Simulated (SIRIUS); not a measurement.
# Sn (Fd-3m) in SIRIUS: further runs, part 2 of 2

SIRIUS 7.12.0. The steps go on from the part before.

**4. Equation of state, PBEsol, 33.13 Å³/atom (volume scaled by 0.98)**

File sirius.json:

```json
{
  "control": {
    "processing_unit": "cpu",
    "std_evp_solver_name": "lapack",
    "gen_evp_solver_name": "lapack",
    "verbosity": 2,
    "print_forces": false,
    "ortho_rf": true,
    "use_second_variation": true,
    "rmt_max": 3.0,
    "num_bands_to_print": 24,
    "save_wf": true
  },
  "parameters": {
    "electronic_structure_method": "full_potential_lapwlo",
    "xc_functionals": ["XC_GGA_X_PBE_SOL", "XC_GGA_C_PBE_SOL"],
    "core_relativity": "dirac",
    "valence_relativity": "iora",
    "num_fv_states": 29,
    "smearing": "fermi_dirac",
    "smearing_width": 0.0018374661,
    "pw_cutoff": 20,
    "gk_cutoff": 3.31,
    "lmax_apw": 10,
    "lmax_rho": 8,
    "lmax_pot": 8,
    "num_mag_dims": 0,
    "auto_rmt": 0,
    "ngridk": [7, 7, 7],
    "shiftk": [0, 0, 0],
    "num_dft_iter": 80,
    "energy_tol": 1e-07,
    "density_tol": 1e-05,
    "use_symmetry": true
  },
  "settings": {"tol_ne": 1e-10},
  "iterative_solver": {"type": "exact"},
  "mixer": {"type": "anderson", "beta": 0.5, "max_history": 8},
  "unit_cell": {
    "lattice_vectors": [[0.0, 6.0691235237, 6.0691235237], [6.0691235237, 0.0, 6.0691235237], [6.0691235237, 6.0691235237, 0.0]],
    "atom_types": ["Sn"],
    "atom_files": {"Sn": "Sn.json"},
    "atoms": {"Sn": [[0.75, 0.75, 0.75], [0.5, 0.5, 0.5]]}
  }
}
```

File Sn.json:

```json
{
  "name": "tin",
  "symbol": "Sn",
  "number": 50,
  "mass": 118.71,
  "rmin": 1e-06,
  "rmt": 2.54,
  "nrmt": 800,
  "rinf": 17.22,
  "core": "1s2s2p3s3p3d",
  "valence": [
    {"basis": [{"enu": -0.03, "dme": 0, "n": 0, "auto": 0}, {"enu": -0.03, "dme": 1, "n": 0, "auto": 0}]},
    {"l": 0, "n": 1, "basis": [{"enu": -0.007, "dme": 0, "n": 0, "auto": 0}]},
    {"l": 1, "n": 2, "basis": [{"enu": 0.07, "dme": 0, "n": 0, "auto": 0}]},
    {"l": 2, "n": 3, "basis": [{"enu": 0.07, "dme": 0, "n": 0, "auto": 0}]},
    {"l": 3, "n": 4, "basis": [{"enu": 0.07, "dme": 0, "n": 0, "auto": 0}]}
  ],
  "lo": [
    {
      "l": 0,
      "basis": [{"enu": -0.007, "dme": 0, "n": 0, "auto": 0}, {"enu": -0.007, "dme": 1, "n": 0, "auto": 0}]
    },
    {
      "l": 0,
      "basis": [{"enu": -4.6845, "dme": 0, "n": 4, "auto": 1}, {"enu": -4.6845, "dme": 1, "n": 4, "auto": 1}]
    },
    {
      "l": 0,
      "basis": [{"enu": -4.6845, "dme": 1, "n": 4, "auto": 1}, {"enu": -0.007, "dme": 0, "n": 0, "auto": 0}]
    },
    {
      "l": 0,
      "basis": [{"enu": -0.007, "dme": 0, "n": 0, "auto": 0}, {"enu": 2.473, "dme": 0, "n": 0, "auto": 0}]
    },
    {"l": 1, "basis": [{"enu": 0.07, "dme": 0, "n": 0, "auto": 0}, {"enu": 0.07, "dme": 1, "n": 0, "auto": 0}]},
    {
      "l": 1,
      "basis": [{"enu": -3.0743, "dme": 0, "n": 4, "auto": 1}, {"enu": -3.0743, "dme": 1, "n": 4, "auto": 1}]
    },
    {
      "l": 1,
      "basis": [{"enu": -3.0743, "dme": 1, "n": 4, "auto": 1}, {"enu": 0.07, "dme": 0, "n": 0, "auto": 0}]
    },
    {"l": 1, "basis": [{"enu": 0.07, "dme": 0, "n": 0, "auto": 0}, {"enu": 2.922, "dme": 0, "n": 0, "auto": 0}]},
    {"l": 2, "basis": [{"enu": 0.07, "dme": 0, "n": 0, "auto": 0}, {"enu": 0.07, "dme": 1, "n": 0, "auto": 0}]},
    {
      "l": 2,
      "basis": [{"enu": -0.7416, "dme": 0, "n": 4, "auto": 1}, {"enu": -0.7416, "dme": 1, "n": 4, "auto": 1}]
    },
    {
      "l": 2,
      "basis": [{"enu": -0.7416, "dme": 1, "n": 4, "auto": 1}, {"enu": 0.07, "dme": 0, "n": 0, "auto": 0}]
    },
    {"l": 2, "basis": [{"enu": 0.07, "dme": 0, "n": 0, "auto": 0}, {"enu": 3.294, "dme": 0, "n": 0, "auto": 0}]},
    {"l": 3, "basis": [{"enu": 0.07, "dme": 0, "n": 0, "auto": 0}, {"enu": 0.07, "dme": 1, "n": 0, "auto": 0}]},
    {"l": 3, "basis": [{"enu": 0.07, "dme": 0, "n": 0, "auto": 0}, {"enu": 2.767, "dme": 0, "n": 0, "auto": 0}]}
  ],
  "free_atom": [... radial grid and density of the free atom, the start of the SCF ...]
}
```

File sirius_start.json:

```json
{
  "control": {
    "processing_unit": "cpu",
    "std_evp_solver_name": "lapack",
    "gen_evp_solver_name": "lapack",
    "verbosity": 1,
    "print_forces": false,
    "ortho_rf": true,
    "use_second_variation": true,
    "rmt_max": 3.0,
    "num_bands_to_print": 24,
    "save_wf": false
  },
  "parameters": {
    "electronic_structure_method": "full_potential_lapwlo",
    "xc_functionals": ["XC_LDA_X", "XC_LDA_C_PW"],
    "core_relativity": "dirac",
    "valence_relativity": "iora",
    "num_fv_states": 29,
    "smearing": "fermi_dirac",
    "smearing_width": 0.0055123983,
    "pw_cutoff": 20,
    "gk_cutoff": 2.65,
    "lmax_apw": 10,
    "lmax_rho": 8,
    "lmax_pot": 8,
    "num_mag_dims": 0,
    "auto_rmt": 0,
    "ngridk": [3, 3, 3],
    "shiftk": [0, 0, 0],
    "num_dft_iter": 30,
    "energy_tol": 0.01,
    "density_tol": 0.05,
    "use_symmetry": true
  },
  "settings": {"tol_ne": 1e-10},
  "iterative_solver": {"type": "exact"},
  "mixer": {"type": "anderson", "beta": 0.5, "max_history": 8},
  "unit_cell": {
    "lattice_vectors": [[0.0, 6.0691235237, 6.0691235237], [6.0691235237, 0.0, 6.0691235237], [6.0691235237, 6.0691235237, 0.0]],
    "atom_types": ["Sn"],
    "atom_files": {"Sn": "Sn.json"},
    "atoms": {"Sn": [[0.75, 0.75, 0.75], [0.5, 0.5, 0.5]]}
  }
}
```

On the command line:

```
> OMP_NUM_THREADS=1 sirius.scf --input=sirius_start.json --output=start.json
> OMP_NUM_THREADS=1 sirius.scf --input=sirius.json --output=output.json --task=1
```

Run time: 87 s. Hardware: 1 thread of Intel Xeon at 2.50GHz (Skylake/Cascade Lake), shared host; peak memory 0.48 GiB.

It converged, with:

* Free energy: -336133.9459 eV
* Band gap on the k mesh: none (metal or under the smearing width)
* All electrons inside the program's atomic spheres: Sn 48.11 (radii Sn 2.54 bohr)

**5. Equation of state, PBEsol, 33.80 Å³/atom**

Edit sirius.json of step 4 so:

```diff
@@ -39,3 +39,3 @@
   "unit_cell": {
-    "lattice_vectors": [[0.0, 6.0691235237, 6.0691235237], [6.0691235237, 0.0, 6.0691235237], [6.0691235237, 6.0691235237, 0.0]],
+    "lattice_vectors": [[0.0, 6.110132359, 6.110132359], [6.110132359, 0.0, 6.110132359], [6.110132359, 6.110132359, 0.0]],
     "atom_types": ["Sn"],
```

File Sn.json:

```json
{
  "name": "tin",
  "symbol": "Sn",
  "number": 50,
  "mass": 118.71,
  "rmin": 1e-06,
  "rmt": 2.54,
  "nrmt": 800,
  "rinf": 17.22,
  "core": "1s2s2p3s3p3d",
  "valence": [
    {"basis": [{"enu": -0.04, "dme": 0, "n": 0, "auto": 0}, {"enu": -0.04, "dme": 1, "n": 0, "auto": 0}]},
    {"l": 0, "n": 1, "basis": [{"enu": -0.017, "dme": 0, "n": 0, "auto": 0}]},
    {"l": 1, "n": 2, "basis": [{"enu": 0.06, "dme": 0, "n": 0, "auto": 0}]},
    {"l": 2, "n": 3, "basis": [{"enu": 0.06, "dme": 0, "n": 0, "auto": 0}]},
    {"l": 3, "n": 4, "basis": [{"enu": 0.06, "dme": 0, "n": 0, "auto": 0}]}
  ],
  "lo": [
    {
      "l": 0,
      "basis": [{"enu": -0.017, "dme": 0, "n": 0, "auto": 0}, {"enu": -0.017, "dme": 1, "n": 0, "auto": 0}]
    },
    {
      "l": 0,
      "basis": [{"enu": -4.6945, "dme": 0, "n": 4, "auto": 1}, {"enu": -4.6945, "dme": 1, "n": 4, "auto": 1}]
    },
    {
      "l": 0,
      "basis": [{"enu": -4.6945, "dme": 1, "n": 4, "auto": 1}, {"enu": -0.017, "dme": 0, "n": 0, "auto": 0}]
    },
    {
      "l": 0,
      "basis": [{"enu": -0.017, "dme": 0, "n": 0, "auto": 0}, {"enu": 2.463, "dme": 0, "n": 0, "auto": 0}]
    },
    {"l": 1, "basis": [{"enu": 0.06, "dme": 0, "n": 0, "auto": 0}, {"enu": 0.06, "dme": 1, "n": 0, "auto": 0}]},
    {
      "l": 1,
      "basis": [{"enu": -3.0843, "dme": 0, "n": 4, "auto": 1}, {"enu": -3.0843, "dme": 1, "n": 4, "auto": 1}]
    },
    {
      "l": 1,
      "basis": [{"enu": -3.0843, "dme": 1, "n": 4, "auto": 1}, {"enu": 0.06, "dme": 0, "n": 0, "auto": 0}]
    },
    {"l": 1, "basis": [{"enu": 0.06, "dme": 0, "n": 0, "auto": 0}, {"enu": 2.912, "dme": 0, "n": 0, "auto": 0}]},
    {"l": 2, "basis": [{"enu": 0.06, "dme": 0, "n": 0, "auto": 0}, {"enu": 0.06, "dme": 1, "n": 0, "auto": 0}]},
    {
      "l": 2,
      "basis": [{"enu": -0.7516, "dme": 0, "n": 4, "auto": 1}, {"enu": -0.7516, "dme": 1, "n": 4, "auto": 1}]
    },
    {
      "l": 2,
      "basis": [{"enu": -0.7516, "dme": 1, "n": 4, "auto": 1}, {"enu": 0.06, "dme": 0, "n": 0, "auto": 0}]
    },
    {"l": 2, "basis": [{"enu": 0.06, "dme": 0, "n": 0, "auto": 0}, {"enu": 3.284, "dme": 0, "n": 0, "auto": 0}]},
    {"l": 3, "basis": [{"enu": 0.06, "dme": 0, "n": 0, "auto": 0}, {"enu": 0.06, "dme": 1, "n": 0, "auto": 0}]},
    {"l": 3, "basis": [{"enu": 0.06, "dme": 0, "n": 0, "auto": 0}, {"enu": 2.757, "dme": 0, "n": 0, "auto": 0}]}
  ],
  "free_atom": [... radial grid and density of the free atom, the start of the SCF ...]
}
```

Edit sirius_start.json of step 4 so:

```diff
@@ -39,3 +39,3 @@
   "unit_cell": {
-    "lattice_vectors": [[0.0, 6.0691235237, 6.0691235237], [6.0691235237, 0.0, 6.0691235237], [6.0691235237, 6.0691235237, 0.0]],
+    "lattice_vectors": [[0.0, 6.110132359, 6.110132359], [6.110132359, 0.0, 6.110132359], [6.110132359, 6.110132359, 0.0]],
     "atom_types": ["Sn"],
```

On the command line:

```
> OMP_NUM_THREADS=1 sirius.scf --input=sirius_start.json --output=start.json
> OMP_NUM_THREADS=1 sirius.scf --input=sirius.json --output=output.json --task=1
```

Run time: 88 s. Hardware: 1 thread of Intel Xeon at 2.50GHz (Skylake/Cascade Lake), shared host; peak memory 0.48 GiB.

Results (log left out):

* Free energy: -336133.9627 eV
* Band gap on the k mesh: none (metal or under the smearing width)
* All electrons inside the program's atomic spheres: Sn 48.09 (radii Sn 2.54 bohr)

**6. Equation of state, PBEsol, 34.48 Å³/atom (volume scaled by 1.02)**

Edit sirius.json of step 5 so:

```diff
@@ -39,3 +39,3 @@
   "unit_cell": {
-    "lattice_vectors": [[0.0, 6.110132359, 6.110132359], [6.110132359, 0.0, 6.110132359], [6.110132359, 6.110132359, 0.0]],
+    "lattice_vectors": [[0.0, 6.1505979911, 6.1505979911], [6.1505979911, 0.0, 6.1505979911], [6.1505979911, 6.1505979911, 0.0]],
     "atom_types": ["Sn"],
```

Sn.json is that of step 5.

Edit sirius_start.json of step 5 so:

```diff
@@ -39,3 +39,3 @@
   "unit_cell": {
-    "lattice_vectors": [[0.0, 6.110132359, 6.110132359], [6.110132359, 0.0, 6.110132359], [6.110132359, 6.110132359, 0.0]],
+    "lattice_vectors": [[0.0, 6.1505979911, 6.1505979911], [6.1505979911, 0.0, 6.1505979911], [6.1505979911, 6.1505979911, 0.0]],
     "atom_types": ["Sn"],
```

Potentials or basis: all-electron FP-LAPW, apw+lo standard.

On the command line:

```
> OMP_NUM_THREADS=1 sirius.scf --input=sirius_start.json --output=start.json
> OMP_NUM_THREADS=1 sirius.scf --input=sirius.json --output=output.json --task=1
```

Wall time 87 s (1 thread of Intel Xeon at 2.50GHz (Skylake/Cascade Lake), shared host); peak memory 0.48 GiB.

It converged, with:

```yaml
Free_energy: -336133.9713 eV
Band_gap_on_the_k_mesh: none (metal or under the smearing width)
All_electrons_inside_the_program's_atomic_spheres: Sn 48.07 (radii Sn 2.54 bohr)
```

**7. Equation of state, PBEsol, 35.16 Å³/atom (volume scaled by 1.04)**

Edit sirius.json of step 6 so:

```diff
@@ -39,3 +39,3 @@
   "unit_cell": {
-    "lattice_vectors": [[0.0, 6.1505979911, 6.1505979911], [6.1505979911, 0.0, 6.1505979911], [6.1505979911, 6.1505979911, 0.0]],
+    "lattice_vectors": [[0.0, 6.1905380581, 6.1905380581], [6.1905380581, 0.0, 6.1905380581], [6.1905380581, 6.1905380581, 0.0]],
     "atom_types": ["Sn"],
```

File Sn.json:

```json
{
  "name": "tin",
  "symbol": "Sn",
  "number": 50,
  "mass": 118.71,
  "rmin": 1e-06,
  "rmt": 2.54,
  "nrmt": 800,
  "rinf": 17.22,
  "core": "1s2s2p3s3p3d",
  "valence": [
    {"basis": [{"enu": -0.05, "dme": 0, "n": 0, "auto": 0}, {"enu": -0.05, "dme": 1, "n": 0, "auto": 0}]},
    {"l": 0, "n": 1, "basis": [{"enu": -0.027, "dme": 0, "n": 0, "auto": 0}]},
    {"l": 1, "n": 2, "basis": [{"enu": 0.05, "dme": 0, "n": 0, "auto": 0}]},
    {"l": 2, "n": 3, "basis": [{"enu": 0.05, "dme": 0, "n": 0, "auto": 0}]},
    {"l": 3, "n": 4, "basis": [{"enu": 0.05, "dme": 0, "n": 0, "auto": 0}]}
  ],
  "lo": [
    {
      "l": 0,
      "basis": [{"enu": -0.027, "dme": 0, "n": 0, "auto": 0}, {"enu": -0.027, "dme": 1, "n": 0, "auto": 0}]
    },
    {
      "l": 0,
      "basis": [{"enu": -4.7045, "dme": 0, "n": 4, "auto": 1}, {"enu": -4.7045, "dme": 1, "n": 4, "auto": 1}]
    },
    {
      "l": 0,
      "basis": [{"enu": -4.7045, "dme": 1, "n": 4, "auto": 1}, {"enu": -0.027, "dme": 0, "n": 0, "auto": 0}]
    },
    {
      "l": 0,
      "basis": [{"enu": -0.027, "dme": 0, "n": 0, "auto": 0}, {"enu": 2.453, "dme": 0, "n": 0, "auto": 0}]
    },
    {"l": 1, "basis": [{"enu": 0.05, "dme": 0, "n": 0, "auto": 0}, {"enu": 0.05, "dme": 1, "n": 0, "auto": 0}]},
    {
      "l": 1,
      "basis": [{"enu": -3.0943, "dme": 0, "n": 4, "auto": 1}, {"enu": -3.0943, "dme": 1, "n": 4, "auto": 1}]
    },
    {
      "l": 1,
      "basis": [{"enu": -3.0943, "dme": 1, "n": 4, "auto": 1}, {"enu": 0.05, "dme": 0, "n": 0, "auto": 0}]
    },
    {"l": 1, "basis": [{"enu": 0.05, "dme": 0, "n": 0, "auto": 0}, {"enu": 2.902, "dme": 0, "n": 0, "auto": 0}]},
    {"l": 2, "basis": [{"enu": 0.05, "dme": 0, "n": 0, "auto": 0}, {"enu": 0.05, "dme": 1, "n": 0, "auto": 0}]},
    {
      "l": 2,
      "basis": [{"enu": -0.7616, "dme": 0, "n": 4, "auto": 1}, {"enu": -0.7616, "dme": 1, "n": 4, "auto": 1}]
    },
    {
      "l": 2,
      "basis": [{"enu": -0.7616, "dme": 1, "n": 4, "auto": 1}, {"enu": 0.05, "dme": 0, "n": 0, "auto": 0}]
    },
    {"l": 2, "basis": [{"enu": 0.05, "dme": 0, "n": 0, "auto": 0}, {"enu": 3.274, "dme": 0, "n": 0, "auto": 0}]},
    {"l": 3, "basis": [{"enu": 0.05, "dme": 0, "n": 0, "auto": 0}, {"enu": 0.05, "dme": 1, "n": 0, "auto": 0}]},
    {"l": 3, "basis": [{"enu": 0.05, "dme": 0, "n": 0, "auto": 0}, {"enu": 2.747, "dme": 0, "n": 0, "auto": 0}]}
  ],
  "free_atom": [... radial grid and density of the free atom, the start of the SCF ...]
}
```

Edit sirius_start.json of step 6 so:

```diff
@@ -39,3 +39,3 @@
   "unit_cell": {
-    "lattice_vectors": [[0.0, 6.1505979911, 6.1505979911], [6.1505979911, 0.0, 6.1505979911], [6.1505979911, 6.1505979911, 0.0]],
+    "lattice_vectors": [[0.0, 6.1905380581, 6.1905380581], [6.1905380581, 0.0, 6.1905380581], [6.1905380581, 6.1905380581, 0.0]],
     "atom_types": ["Sn"],
```

On the command line:

```
> OMP_NUM_THREADS=1 sirius.scf --input=sirius_start.json --output=start.json
> OMP_NUM_THREADS=1 sirius.scf --input=sirius.json --output=output.json --task=1
```

Run time: 79 s. Hardware: 1 thread of Intel Xeon at 2.50GHz (Skylake/Cascade Lake), shared host; peak memory 0.49 GiB.

It converged, with:

* Free energy: -336133.9728 eV
* Band gap on the k mesh: none (metal or under the smearing width)
* All electrons inside the program's atomic spheres: Sn 48.05 (radii Sn 2.54 bohr)

**8. Equation of state, PBEsol, 35.83 Å³/atom (volume scaled by 1.06)**

Edit sirius.json of step 7 so:

```diff
@@ -39,3 +39,3 @@
   "unit_cell": {
-    "lattice_vectors": [[0.0, 6.1905380581, 6.1905380581], [6.1905380581, 0.0, 6.1905380581], [6.1905380581, 6.1905380581, 0.0]],
+    "lattice_vectors": [[0.0, 6.2299693, 6.2299693], [6.2299693, 0.0, 6.2299693], [6.2299693, 6.2299693, 0.0]],
     "atom_types": ["Sn"],
```

File Sn.json:

```json
{
  "name": "tin",
  "symbol": "Sn",
  "number": 50,
  "mass": 118.71,
  "rmin": 1e-06,
  "rmt": 2.54,
  "nrmt": 800,
  "rinf": 17.22,
  "core": "1s2s2p3s3p3d",
  "valence": [
    {"basis": [{"enu": -0.06, "dme": 0, "n": 0, "auto": 0}, {"enu": -0.06, "dme": 1, "n": 0, "auto": 0}]},
    {"l": 0, "n": 1, "basis": [{"enu": -0.037, "dme": 0, "n": 0, "auto": 0}]},
    {"l": 1, "n": 2, "basis": [{"enu": 0.04, "dme": 0, "n": 0, "auto": 0}]},
    {"l": 2, "n": 3, "basis": [{"enu": 0.04, "dme": 0, "n": 0, "auto": 0}]},
    {"l": 3, "n": 4, "basis": [{"enu": 0.04, "dme": 0, "n": 0, "auto": 0}]}
  ],
  "lo": [
    {
      "l": 0,
      "basis": [{"enu": -0.037, "dme": 0, "n": 0, "auto": 0}, {"enu": -0.037, "dme": 1, "n": 0, "auto": 0}]
    },
    {
      "l": 0,
      "basis": [{"enu": -4.7145, "dme": 0, "n": 4, "auto": 1}, {"enu": -4.7145, "dme": 1, "n": 4, "auto": 1}]
    },
    {
      "l": 0,
      "basis": [{"enu": -4.7145, "dme": 1, "n": 4, "auto": 1}, {"enu": -0.037, "dme": 0, "n": 0, "auto": 0}]
    },
    {
      "l": 0,
      "basis": [{"enu": -0.037, "dme": 0, "n": 0, "auto": 0}, {"enu": 2.443, "dme": 0, "n": 0, "auto": 0}]
    },
    {"l": 1, "basis": [{"enu": 0.04, "dme": 0, "n": 0, "auto": 0}, {"enu": 0.04, "dme": 1, "n": 0, "auto": 0}]},
    {
      "l": 1,
      "basis": [{"enu": -3.1043, "dme": 0, "n": 4, "auto": 1}, {"enu": -3.1043, "dme": 1, "n": 4, "auto": 1}]
    },
    {
      "l": 1,
      "basis": [{"enu": -3.1043, "dme": 1, "n": 4, "auto": 1}, {"enu": 0.04, "dme": 0, "n": 0, "auto": 0}]
    },
    {"l": 1, "basis": [{"enu": 0.04, "dme": 0, "n": 0, "auto": 0}, {"enu": 2.892, "dme": 0, "n": 0, "auto": 0}]},
    {"l": 2, "basis": [{"enu": 0.04, "dme": 0, "n": 0, "auto": 0}, {"enu": 0.04, "dme": 1, "n": 0, "auto": 0}]},
    {
      "l": 2,
      "basis": [{"enu": -0.7716, "dme": 0, "n": 4, "auto": 1}, {"enu": -0.7716, "dme": 1, "n": 4, "auto": 1}]
    },
    {
      "l": 2,
      "basis": [{"enu": -0.7716, "dme": 1, "n": 4, "auto": 1}, {"enu": 0.04, "dme": 0, "n": 0, "auto": 0}]
    },
    {"l": 2, "basis": [{"enu": 0.04, "dme": 0, "n": 0, "auto": 0}, {"enu": 3.264, "dme": 0, "n": 0, "auto": 0}]},
    {"l": 3, "basis": [{"enu": 0.04, "dme": 0, "n": 0, "auto": 0}, {"enu": 0.04, "dme": 1, "n": 0, "auto": 0}]},
    {"l": 3, "basis": [{"enu": 0.04, "dme": 0, "n": 0, "auto": 0}, {"enu": 2.737, "dme": 0, "n": 0, "auto": 0}]}
  ],
  "free_atom": [... radial grid and density of the free atom, the start of the SCF ...]
}
```

Edit sirius_start.json of step 7 so:

```diff
@@ -39,3 +39,3 @@
   "unit_cell": {
-    "lattice_vectors": [[0.0, 6.1905380581, 6.1905380581], [6.1905380581, 0.0, 6.1905380581], [6.1905380581, 6.1905380581, 0.0]],
+    "lattice_vectors": [[0.0, 6.2299693, 6.2299693], [6.2299693, 0.0, 6.2299693], [6.2299693, 6.2299693, 0.0]],
     "atom_types": ["Sn"],
```

On the command line:

```
> OMP_NUM_THREADS=1 sirius.scf --input=sirius_start.json --output=start.json
> OMP_NUM_THREADS=1 sirius.scf --input=sirius.json --output=output.json --task=1
```

It took 77 s on 1 thread of Intel Xeon at 2.50GHz (Skylake/Cascade Lake), shared host; peak memory 0.49 GiB.

The run converged. Its results:

| Property | Result |
| --- | --- |
| Free energy | -336133.9674 eV |
| Band gap on the k mesh | none (metal or under the smearing width) |
| All electrons inside the program's atomic spheres | Sn 48.04 (radii Sn 2.54 bohr) |

**9. Equation of state, PBEsol**

Potentials or basis: all-electron FP-LAPW, apw+lo standard.

This step only gathers the single runs of the series.

What came out:

```
Equilibrium volume                      : 34.94 Å³/atom
Bulk modulus                            : 40 GPa
Pressure derivative of the bulk modulus : 6.0 (rough: it moves with the points fitted)
```

Energy against volume, from the lowest point:
| volume (Å³/atom) | energy (meV/atom) |
| --- | --- |
| 31.775 | 44.75 |
| 32.451 | 26.09 |
| 33.127 | 13.44 |
| 33.803 | 5.05 |
| 34.479 | 0.75 |
| 35.155 | 0.00 |
| 35.831 | 2.71 |
